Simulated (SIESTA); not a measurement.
# Hf: equation of state with PBE

The system is Hf.

```xyz
2
Lattice="3.1967 0.0000 0.0000 -1.5983 2.7684 0.0000 0.0000 0.0000 5.0578" Properties=species:S:1:pos:R:3 pbc="T T T"
Hf    1.5984    0.9228    3.7934
Hf    0.0000    1.8456    1.2645
```

```yaml
Program: SIESTA 5.4.2
Task: equation of state
Functional: PBE
Potentials_or_basis: PseudoDojo 0.4 standard (PBE files)
Basis: DZP (energy shift 0.003 Ry; two zetas on semicore shells)
Grid_cutoff: 800 Ry
Energy_shift: 0.003 Ry
k_mesh: 10 × 10 × 5
Occupations: fermi-dirac, width 0.05 eV
Spin: no spin polarisation
```

| Quantity | Value |
| --- | --- |
| Equilibrium volume | 22.59 Å³/atom |
| Bulk modulus at fixed shape and positions | 115 GPa |
| Pressure derivative of the bulk modulus | 3.5 |

Energy against volume, from the lowest point:
| volume (Å³/atom) | energy (meV/atom) |
| --- | --- |
| 21.037 | 41.63 |
| 21.485 | 20.05 |
| 21.933 | 6.50 |
| 22.380 | 0.00 |
| 22.828 | 0.23 |
| 23.276 | 6.58 |
| 23.723 | 18.31 |

All runs of the series together: 7 min on 1 thread of Arm Neoverse V2, on a shared host.

Caveat: short orbitals over semicore shells can move pressures by several GPa; the cell was scaled at fixed shape and fractional positions, which overstates the stiffness of a crystal with free parameters, most of all of layers and chains; the basis of atomic orbitals isn't converged, which shifts pressures, moduli and gaps. The run has no spin-orbit coupling, so splittings on Hf are missing.
